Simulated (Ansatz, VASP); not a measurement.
One calculation of BaTiO3, two programs

```
Ba Ti O
1.0
     2.80869    1.62160    2.30218
    -2.80869    1.62160    2.30218
     0.00000   -3.24319    2.30218
Ba Ti O
1 1 3
Direct
  0.99936 0.99936 0.99936
  0.48934 0.48934 0.48934
  0.50934 0.50934 0.01392
  0.01392 0.50934 0.50934
  0.50934 0.01392 0.50934
```

Change from the starting cell: volume scaled by 0.98, ions relaxed.

Alike in both runs: functional PBE; k mesh 8 × 8 × 8; occupations fermi-dirac, width 0.02 eV; no spin polarisation.

Ansatz relaxed the structure, and its values are those at the end. VASP's run is a single point on that final structure, the one shown.

|  | VASP | Ansatz |
| --- | --- | --- |
| version | VASP 6.6.1 | Ansatz 0.2.0 |
| potentials or method | VASP PAW PBE potentials, release 64 (Ba_sv, Ti_sv, O) | plane-wave PAW, scalar-relativistic |
| plane-wave cutoff (eV) | 520 | 420 |
| valence electrons in the cell | 40 | 40 |

```csv
,VASP,Ansatz,Ansatz less VASP
gap on the k mesh at the Fermi level (eV),2.19,2.25,+0.059
pressure (GPa),9.2,7.3,-1.91
rms of the force components (eV/Å),0.022,0.002,-0.0201
```

With one functional, cell and mesh, what is left measures potentials, basis and numerics. Ansatz warned: «gradients_without_spin_orbit».

Caveats: spin-orbit coupling is left out, which moves the levels of the heavy elements. A k mesh can miss the band edges.
